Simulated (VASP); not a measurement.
# ZnSe (F-43m) in VASP: Born charges and dielectric tensor with RPBE

Aim: the Born charges and dielectric tensor of ZnSe with RPBE.

Program: VASP 6.6.1. These are calculated values, not measurements. Logs are shortened: lines on timing, memory, paths and dates and some standing lists are left out, and cuts for length are marked.

**Experimental background.**

“Alloy Disordering Effects on the Thermal Conductivity and Energy Gap Temperature Dependence of Cd1−xZnxSe Ternary Crystals Grown by the Bridgman Method”, 2023, pmc:10253836 reports, for a bulk crystal of ZnSe at 300 K: band gap 2.695 ± 0.003 eV (an exciton energy, a little under the gap).

From a printed reference work, textbook, for a bulk crystal of ZnSe: high-frequency dielectric constant 5.9.

The results are compared with them further down.

### 1 Starting point

Symmetry: F-43m, No. 216, cubic system. The conventional cell has a = 5.813 Å, b = 5.813 Å, c = 5.813 Å, α = 90.00°, β = 90.00°, γ = 90.00°. Around Zn (site symmetry -43m) lie 4 Se at 2.52 Å. Se (site symmetry -43m) is surrounded by 4 Zn at 2.52 Å.

The cell is a database's computed one.

### 2 Born charges and dielectric tensor, RPBE

File INCAR:

```
PREC = Accurate
ENCUT = 600
EDIFF = 1E-8
ISMEAR = 0
SIGMA = 0.02
LREAL = False
LASPH = True
NELM = 60
ALGO = Fast
ISIF = 2
LWAVE = False
LCHARG = False
GGA = RP
LEPSILON = True
IBRION = 8
NSW = 1
```

File KPOINTS:

```
Automatic mesh
0
Gamma
  8 8 8
```

File POSCAR:

```
ZnSe
1.0
    0.0000000000      2.9067300000      2.9067300000
    2.9067300000      0.0000000000      2.9067300000
    2.9067300000      2.9067300000      0.0000000000
Zn Se
1 1
Direct
    0.0000000000      0.0000000000      0.0000000000
    0.2500000000      0.2500000000      0.2500000000
```

Potentials or basis: VASP PAW PBE potentials, release 64 (Zn, Se).

Run with:

```bash
$ cat potpaw_PBE.64/Zn/POTCAR potpaw_PBE.64/Se/POTCAR > POTCAR
$ mpirun -np 1 vasp_std > vasp.out
```

OUTCAR:

```text
PREC = Accurate
   ENCUT = 600
   EDIFF = 1E-8
   ISMEAR = 0
   LREAL = False
   LASPH = True
   NELM = 60
   ISIF = 2
   GGA = RP
   LEPSILON = True
   IBRION = 8
   NSW = 1

 ion  position               nearest neighbor table
   1  0.000  0.000  0.000-   2 2.52   2 2.52   2 2.52   2 2.52
   2  0.250  0.250  0.250-   1 2.52   1 2.52   1 2.52   1 2.52

  LATTYP: Found a face centered cubic cell.
 ALAT       =     5.8134600000

  Lattice vectors:

 A1 = (   0.0000000000,   2.9067300000,   2.9067300000)
 A2 = (   2.9067300000,   0.0000000000,   2.9067300000)
 A3 = (   2.9067300000,   2.9067300000,   0.0000000000)

Analysis of symmetry for initial positions (statically):
=====================================================================
 Subroutine PRICEL returns:
 Original cell was already a primitive cell.

 Routine SETGRP: Setting up the symmetry group for a
 face centered cubic supercell.

 Subroutine GETGRP returns: Found 24 space group operations
 (whereof 24 operations were pure point group operations)
 out of a pool of 48 trial point group operations.

The static configuration has the point symmetry T_d .

Analysis of symmetry for dynamics (positions and initial velocities):
=====================================================================
 Subroutine PRICEL returns:
 Original cell was already a primitive cell.

 Routine SETGRP: Setting up the symmetry group for a
 face centered cubic supercell.

 Subroutine GETGRP returns: Found 24 space group operations
 (whereof 24 operations were pure point group operations)
 out of a pool of 48 trial point group operations.

The dynamic configuration has the point symmetry T_d .

 Subroutine INISYM returns: Found 24 space group operations
 (whereof 24 operations are pure point group operations),
 and found     1 'primitive' translations

----------------------------------------------------------------------------------------

                                     Primitive cell

  volume of cell :      49.1184

  direct lattice vectors                    reciprocal lattice vectors
     0.000000000  2.906730000  2.906730000    -0.172014601  0.172014601  0.172014601
     2.906730000  0.000000000  2.906730000     0.172014601 -0.172014601  0.172014601
     2.906730000  2.906730000  0.000000000     0.172014601  0.172014601 -0.172014601

  length of vectors
     4.110736988  4.110736988  4.110736988     0.297938028  0.297938028  0.297938028

  position of ions in fractional coordinates (direct lattice)
     0.000000000  0.000000000  0.000000000
     0.250000000  0.250000000  0.250000000

  ion indices of the primitive-cell ions
   primitive index   ion index
                 1           1
                 2           2

----------------------------------------------------------------------------------------

 KPOINTS: Automatic mesh

Automatic generation of k-mesh.
 Grid dimensions read from file:
 generate k-points for:    8    8    8

 Generating k-lattice:

  Cartesian coordinates                     Fractional coordinates (reciprocal lattice)
    -0.021501825  0.021501825  0.021501825     0.125000000  0.000000000  0.000000000
     0.021501825 -0.021501825  0.021501825     0.000000000  0.125000000  0.000000000
[... 535 lines left out ...]
  ---------------------------------------------------
  free energy    TOTEN  =        -1.02420859 eV

  energy without entropy =       -1.02420859

------------------------ aborting loop because EDIFF is reached ----------------------------------------

--------------------------------------- Ionic step        2  -------------------------------------------

------------------------ aborting loop because EDIFF is reached ----------------------------------------

--------------------------------------- Ionic step        3  -------------------------------------------

------------------------ aborting loop because EDIFF is reached ----------------------------------------

 PIEZOELECTRIC TENSOR FIELD DIRECTION 3  (e Angst)
 -----------------------------------------------------------------------------
    -0.00065 -2.26245  0.00000           (  0.00000  0.03696  0.00000)
    -2.26245 -0.00065  0.00000           (  0.03696  0.00000  0.00000)
     0.00000  0.00000 -0.00070           (  0.00000  0.00000 -0.00000)

 PIEZOELECTRIC TENSOR FIELD DIRECTION 3  (C/m^2)
 -----------------------------------------------------------------------------
    -0.00021 -0.73798  0.00000
    -0.73798 -0.00021  0.00000
     0.00000  0.00000 -0.00023

--------------------------------------- Ionic step        4  -------------------------------------------

------------------------ aborting loop because EDIFF is reached ----------------------------------------

[... ionic steps 5 to 6 ...]

--------------------------------------- Ionic step        7  -------------------------------------------

 Free energy of the ion-electron system (eV)
  ---------------------------------------------------
  ---------------------------------------------------
  free energy    TOTEN  =        -0.08286972 eV

  energy without entropy =       -0.08286972

------------------------ aborting loop because EDIFF is reached ----------------------------------------

 INTERNAL STRAIN TENSOR  FOR ION    2  DIRECTION 1   (eV/Angst):
 -----------------------------------------------------------------------------
     0.01456  0.00000  0.00000
     0.00000 -0.00227 -3.59082
     0.00000 -3.59082 -0.00227

 MACROSCOPIC STATIC DIELECTRIC TENSOR (including local field effects in DFT)
 ------------------------------------------------------
           7.816469    -0.000000     0.000000
           0.000000     7.816469    -0.000000
          -0.000000     0.000000     7.816469
 ------------------------------------------------------

 PIEZOELECTRIC TENSOR (including local field effects)  for field in x, y, z        (e  Angst)
          XX          YY          ZZ          XY          YZ          ZX
  --------------------------------------------------------------------------------
  x    -0.00000     0.00000     0.00000     0.00000    -2.27717     0.00000
  y     0.00000    -0.00000     0.00000     0.00000    -0.00000    -2.27717
  z     0.00000     0.00000     0.00000    -2.27717     0.00000     0.00000

 PIEZOELECTRIC TENSOR (including local field effects)  for field in x, y, z        (C/m^2)
          XX          YY          ZZ          XY          YZ          ZX
  --------------------------------------------------------------------------------
  x    -0.00000     0.00000     0.00000     0.00000    -0.74278     0.00000
  y     0.00000    -0.00000     0.00000     0.00000    -0.00000    -0.74278
  z     0.00000     0.00000     0.00000    -0.74278     0.00000     0.00000

 BORN EFFECTIVE CHARGES (including local field effects) (in |e|, cummulative output)
 ---------------------------------------------------------------------------------
 ion    1
    1     2.19817     0.00000    -0.00000
    2     0.00000     2.19817     0.00000
    3     0.00000    -0.00000     2.19817
 ion    2
    1    -2.19817     0.00000     0.00000
    2     0.00000    -2.19817    -0.00000
    3     0.00000     0.00000    -2.19817

 INTERNAL STRAIN TENSOR FOR ION    2 for displacements in x,y,z  (eV/Angst):
          X           Y           Z          XY          YZ          ZX
  --------------------------------------------------------------------------------
  x     0.00000     0.00000     0.00000     0.00000    -3.59082     0.00000
  y    -0.00000     0.00000    -0.00000     0.00000     0.00000    -3.59082
  z     0.00000     0.00000     0.00000    -3.59082     0.00000     0.00000

 SECOND DERIVATIVES (NOT SYMMETRIZED)
 ------------------------------------
               1X          1Y          1Z          2X          2Y          2Z
  1X    -4.493448    0.000000    0.000000    4.493448    0.000000    0.000000
  1Y     0.000000   -4.493448    0.000000    0.000000    4.493448    0.000000
  1Z     0.000000    0.000000   -4.493448    0.000000    0.000000    4.493448
  2X     4.467578    0.000000    0.000000   -4.467578    0.000000    0.000000
  2Y     0.000000    4.467578    0.000000    0.000000   -4.467578    0.000000
  2Z     0.000000    0.000000    4.467578    0.000000    0.000000   -4.467578

 Eigenvectors and eigenvalues of the dynamical matrix
 ----------------------------------------------------

   1 f  =    5.533796 THz    34.769863 2PiTHz  184.587554 cm-1    22.885930 meV
             X         Y         Z           dx          dy          dz
      0.000000  0.000000  0.000000     0.740563    0.000000    0.000000
      1.453365  1.453365  1.453365    -0.671987    0.000000    0.000000
[... 21 lines left out ...]
   6 f/i=    0.007950 THz     0.049954 2PiTHz    0.265197 cm-1     0.032880 meV
             X         Y         Z           dx          dy          dz
      0.000000  0.000000  0.000000    -0.158933   -0.309148   -0.575095
      1.453365  1.453365  1.453365    -0.175153   -0.340696   -0.633784

--------------------------------------------------------------------------------------------------------

 MACROSCOPIC STATIC DIELECTRIC TENSOR IONIC CONTRIBUTION
 ------------------------------------------------------
           3.972983    -0.000000    -0.000000
          -0.000000     3.972983    -0.000000
          -0.000000    -0.000000     3.972983
 ------------------------------------------------------

 ELASTIC MODULI CONTR FROM IONIC RELAXATION (kBar)
 Direction    XX          YY          ZZ          XY          YZ          ZX
 --------------------------------------------------------------------------------
 XX          -0.0000     -0.0000      0.0000      0.0000     -0.0000      0.0000
 YY          -0.0000     -0.0000     -0.0000      0.0000      0.0000      0.0000
 ZZ           0.0000     -0.0000     -0.0000     -0.0000      0.0000      0.0000
 XY           0.0000      0.0000     -0.0000    -94.1933      0.0000      0.0000
 YZ          -0.0000      0.0000      0.0000      0.0000    -94.1933      0.0000
 ZX           0.0000      0.0000      0.0000      0.0000      0.0000    -94.1933
 --------------------------------------------------------------------------------

 PIEZOELECTRIC TENSOR IONIC CONTR  for field in x, y, z        (C/m^2)
          XX          YY          ZZ          XY          YZ          ZX
  --------------------------------------------------------------------------------
  x     0.00000    -0.00000    -0.00000    -0.00000     0.57563     0.00000
  y    -0.00000    -0.00000    -0.00000     0.00000     0.00000     0.57563
  z    -0.00000    -0.00000     0.00000     0.57563     0.00000    -0.00000
```

It took 4.9 min on 1 thread of Intel Xeon 6975P-C (Granite Rapids), shared host; peak memory 0.38 GiB.

Results:

| Property | Result |
| --- | --- |
| Band gap on the k mesh | 1.16 eV, direct |
| Electronic dielectric tensor (diagonal) | 7.82 |
| Born charges (mean of the diagonal) | Zn +2.20; Se -2.20 e |
| Highest phonon frequency at Γ, LO-TO splitting left out | 185 cm⁻¹ |

Phonon frequencies in cm⁻¹ (negative: imaginary):
```csv
q point,frequencies
"(0.000, 0.000, 0.000)",0 0 0 185 185 185
```

Electronic dielectric tensor:
```
7.82 0.00 0.00
0.00 7.82 0.00
0.00 0.00 7.82
```

Born effective charge tensors (e):
atom 1, Zn
```
2.20 0.00 0.00
0.00 2.20 0.00
0.00 0.00 2.20
```
atom 2, Se
```
-2.20  0.00  0.00
 0.00 -2.20  0.00
 0.00  0.00 -2.20
```

### 3 How close it comes

Step 2. Measured gap of ZnSe: 2.695 eV (an exciton energy, a little under the gap; 300 K; “Alloy Disordering Effects on the Thermal Conductivity and Energy Gap Temperature Dependence of Cd1−xZnxSe Ternary Crystals Grown by the Bridgman Method”, 2023, pmc:10253836). This calculation gives 1.16 eV (-1.54 eV). So large a miss can be the level of theory's own, or it may mean another phase, state or a wrong row. Spin-orbit coupling on Se is left out. The value is that of RPBE, without temperature or zero-point motion. Semilocal functionals fall short of measured gaps as a rule. The cell is a database's relaxed one, not the measured one, which moves gaps too. A measured high-frequency dielectric constant of ZnSe is 5.9 (a printed reference work, textbook); the calculated 7.82 misses it by +32.5 %. So large a miss can be the level of theory's own, or it may mean another phase, state or a wrong row.
